How far does boron nitride give way?

Cubic boron nitride is among the stiffest solids, yet a press still makes it smaller. The table follows its calculated volume as the pressure rises. The volumes up to 16 GPa are open to view, and the task is to find from them how much the crystal has shrunk at 25 and at 50 GPa.

Zincblende BN, with cell and atoms relaxed at each pressure while keeping the starting symmetry, F-43m. The calculations used Ansatz 0.2.0 with the PBEsol functional, scalar-relativistic plane-wave PAW, no spin polarisation, a 420 eV cutoff and a 12×12×12 k mesh. Volume change is relative to the starting cell (cubic a = 3.606 Å, 5.86 Å³ per atom).

```
pressure (GPa)  volume per atom (Å³)  volume change (%)
             1                  5.84              -0.26
             4                  5.80              -1.01
             6                  5.77              -1.50
            16                  5.64              -3.79
            25                     ?                  ?
            50                     ?                  ?
```

What the known rows show

The volume change is counted from the starting cell. The calculation finds practically no pressure in that cell, so the column is true compression. Up to 6 GPa the crystal loses 0.25 % of its volume for each GPa. Between 6 and 16 GPa it loses only 0.23 % for each GPa.

The bulk modulus B puts this into one quantity. It is the pressure increase divided by the relative loss of volume that it causes, so a large B means a stiff solid. Its mean value is 397 GPa between 0 and 6 GPa, and 425 GPa between 6 and 16 GPa. The crystal stiffens while it is being squeezed.

Why it is stiff, and why it stiffens

Each boron atom sits in a tetrahedron of four nitrogen atoms, and each nitrogen in a tetrahedron of four borons. The cubic symmetry, which the calculation keeps, fixes the angles between the bonds. The crystal can therefore shrink only by shortening every B–N bond. At 16 GPa the bonds are 1.3 % shorter than at the start.

Theory explains why this is hard work. The bonds are short, strong and densely packed, so a small shortening costs much energy in a small volume. A framework whose links can fold yields more easily, because bending a bond angle usually costs less than shortening a bond.

The stiffening comes mainly from the shape of the energy curve of a bond. As the atoms approach, their electron clouds overlap more, and the Pauli principle forces electrons into states of higher kinetic energy. This repulsion steepens faster than the attraction that holds the bond together. In an ordinary spring each equal step inward adds the same amount to the push; here each step adds more than the one before.

From modulus to volume

The simplest way to include the stiffening is a modulus that grows in proportion to the pressure P:

B = B0 + B′ P

Here B0 is the modulus at zero pressure and B′ is its gain per GPa of pressure. Since B also equals −V dP/dV, adding up the small volume losses gives Murnaghan's equation:

V = V0 (1 + B′ P / B0)^(−1/B′)

V is the volume and V0 its value at zero pressure. For B′ a rough recalled value for diamond-like crystals is used, 3.6. The two mean moduli above support it: they differ by 28 GPa, and the middles of their intervals lie 8 GPa apart, which gives 3.5. B0 and V0 were then fitted to the four known rows, with the result B0 = 386 GPa.

The forecast

The 50 GPa row took no part in the fit and lies far beyond the fitted pressures, so it is the harder test. The estimate runs as follows:

B′ P / B0 = 3.6 × 50 / 386 = 0.466
V / V0 = 1.466^(−1/3.6) = 0.899

The crystal should thus lose 10.1 % of its volume, with a range of ±0.3 percentage points. The same steps for 25 GPa give 5.7 %, with a range of ±0.1 points. Doubling the pressure should therefore less than double the loss.

The ranges are judgements, not statistical errors. They mainly reflect how the answer moves when B′ is varied between 3 and 4, which matters little at low pressure and more at high pressure. They also leave room for the form of the equation and for small irregularities of the plane-wave basis as the cell changes size.

Two simpler pictures should shrink the crystal too much at 50 GPa. One keeps the modulus constant. The other draws a straight line from the start through the 16 GPa row and continues it.

The computed values

The withheld rows as computed:

```
pressure (GPa)  volume per atom (Å³)  volume change (%)
            25                  5.53              -5.67
            50                  5.27             -10.13
```

Both results fall well inside their ranges. The computed loss is 5.67 % at 25 GPa and 10.13 % at 50 GPa, which is indeed less than twice as much. Before rounding, the model's loss at 50 GPa is too small by about 0.04 percentage points, and at 25 GPa by less than half as much. The output after this text compares the model with every row.

The simpler pictures fail in the expected direction. With a constant modulus fitted to the same four rows, the loss at 50 GPa comes out as 11.3 %, and the straight line gives 11.8 %. The numbers thus show that a rising modulus is needed. That steepening repulsion makes it rise is the argument from theory, which a good fit to volumes does not test.

What the small miss may mean

At 50 GPa the crystal is slightly softer than the model assumed. Between 25 and 50 GPa the computed mean modulus is 516 GPa, against 520 GPa in the model. In many solids the modulus grows a little less than in proportion to the pressure, and the Birch–Murnaghan equation, a common alternative, contains such a bend. With the same constants it, too, asks for slightly more compression at 50 GPa.

A slightly smaller B′ would have nearly the same effect. The plane-wave basis may also play a part. Rebuilding it during the 25 GPa relaxation shifted the pressure by an amount worth about 0.12 % of the volume. The cell was then relaxed again in the new basis, though, and the four fitted rows scatter about the curve by far less. The cause of the miss therefore stays open, and it would be wrong to read a precise bend of the modulus out of this one row.

For a real press the larger uncertainties lie elsewhere. Only one functional, PBEsol, was used, and it ran on PAW datasets made for another, PBE. The calculated crystal is at zero temperature and its atoms do not vibrate; both zero-point motion and heating would make the volume somewhat larger. The cubic symmetry was also kept throughout, so the 50 GPa row gives the size of the cubic crystal and does not test whether that crystal is stable.

A rule for quick estimates

The first guess for a volume loss is the pressure divided by the modulus at zero pressure, P/B0. This guess comes out too large for two reasons: it ignores the stiffening, and it ignores that each further loss is a fraction of an already smaller volume. Expanding Murnaghan's equation for small P/B0 shows by how much: the excess, as a fraction of the guess, is about (1 + B′)/2 times P/B0, here 2.3 times P/B0.

At 16 GPa the guess is 4.1 %, and the rule lowers it by about a tenth, close to the computed 3.8 %. At 50 GPa the guess is 13 %, and the rule takes off three tenths of it. That leaves about 9 %, now too low, because the higher terms of the expansion count. So the plain ratio serves while P/B0 is a percent or two, the corrected ratio up to several percent, and beyond that the full equation is worth its one extra line.

Printed output of the fit:

```
volume loss per GPa from 0 to 6 GPa, %: 0.25
volume loss per GPa from 6 to 16 GPa, %: 0.229
mean bulk modulus from 0 to 6 GPa, GPa: 397
mean bulk modulus from 6 to 16 GPa, GPa: 425.1
rise of the modulus per GPa of pressure, from these two: 3.515
change of the B-N bond length at 16 GPa, %: -1.28
mean pressure between 6 and 16 GPa from the energy slope, GPa: 10.94
fit of relv on 4 rows: coefficient of (1 + 3.6*pressure/s)**(-1/3.6) 100 +/- 0.0012, s 386; rms 0.00173, worst 1 0.0025, leave-one-out rms 0.00555
  rows outside the fit (model, value, miss): 25 94.35, 94.33, 0.0151; 50 89.91, 89.87, 0.0444
fit of relv on 4 rows: coefficient of exp(-pressure/s) 99.95 +/- 0.015, s 418; rms 0.0207, worst 6 0.0277, leave-one-out rms 0.0812
  rows outside the fit (model, value, miss): 25 94.15, 94.33, -0.181; 50 88.68, 89.87, -1.19
forecasts and computed values:
  row  model change %  computed change %      miss %  change if B'=3 %  change if B'=4 %  straight line %  model volume A^3  mean modulus from row above GPa  model modulus GPa
    1         -0.2575              -0.26    0.002497           -0.2577           -0.2574          -0.2369             5.844                              n/a                n/a
    4          -1.012              -1.01   -0.002139            -1.015             -1.01          -0.9475             5.799                            397.5                395
    6          -1.501               -1.5  -0.0009293            -1.508            -1.497           -1.421             5.771                              403                404
   16          -3.789              -3.79   0.0005629            -3.831            -3.762            -3.79             5.637                            425.1              425.6
   25          -5.655              -5.67     0.01508            -5.746            -5.596           -5.922             5.527                            456.1              459.8
   50          -10.09             -10.13     0.04443            -10.36             -9.91           -11.84             5.268                            516.2                521
Birch-Murnaghan pressure at the model volume for 50 GPa, GPa: 49.66
model change of the B-N bond length at 50 GPa, %: -3.482
```
